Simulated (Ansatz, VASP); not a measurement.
# Be: VASP beside Ansatz

File INCAR:

```
SYSTEM = Be
  PREC = Accurate
  ENCUT = 520
  EDIFF = 1E-7
  ISMEAR = -1
  SIGMA = 0.1
  LREAL = .False.
  LASPH = .True.
  NELM = 100
  ALGO = Normal
  ISIF = 2
  LWAVE = .False.
  LCHARG = .False.
  GGA = PE
  NBANDS = 7
```

File KPOINTS:

```
regular mesh
0
Gamma
  20 20 20
  0 0 0
```

The input POSCAR:

```
Be
1.0
   -1.2671952932      1.2671952932      1.2671952932
    1.2671952932     -1.2671952932      1.2671952932
    1.2671952932      1.2671952932     -1.2671952932
Be
1
Direct
    0.0000000000      0.0000000000      0.0000000000
```

Input for Ansatz:

```yaml
crystal:
  lattice:
    - [-1.2671952932, 1.2671952932, 1.2671952932]
    - [1.2671952932, -1.2671952932, 1.2671952932]
    - [1.2671952932, 1.2671952932, -1.2671952932]
  atoms:
    - { symbol: Be, position: [0.0, 0.0, 0.0] }
hamiltonian:
  xc: pbe
  pseudopotentials:
    kind: paw
    azcp:
      Be: "pseudopotentials/Be.paw.azcp"
basis:
  ecutwfc: 420
  fft_grid_basis: typed
kpoints:
  mp_grid: { grid: [20, 20, 20], shift: [0, 0, 0] }
magnetization:
  spin_polarized: false
scf:
  occupations: { method: fermi_dirac, width: 0.1 }
  lower_state_search: "off"
output:
  stress: true
  write_density: true
  write_potential: true
  elf: true
  volumetric_format: npy
```

Alike in both runs: task single point; functional PBE; k mesh 20 × 20 × 20; occupations fermi-dirac, width 0.1 eV; no spin polarisation.

```csv
,VASP,Ansatz
version,VASP 6.6.1,Ansatz 0.2.0
potentials or method,"VASP PAW PBE potentials, release 64 (Be)","plane waves (420 eV) with PAW, scalar-relativistic"
plane-wave cutoff (eV),520,420
valence electrons in the cell,2,2
```

Ansatz gave:

- pressure (GPa): -4.6

Problem. Which values does VASP return?

Solution. Pressure (GPa): -4.5.
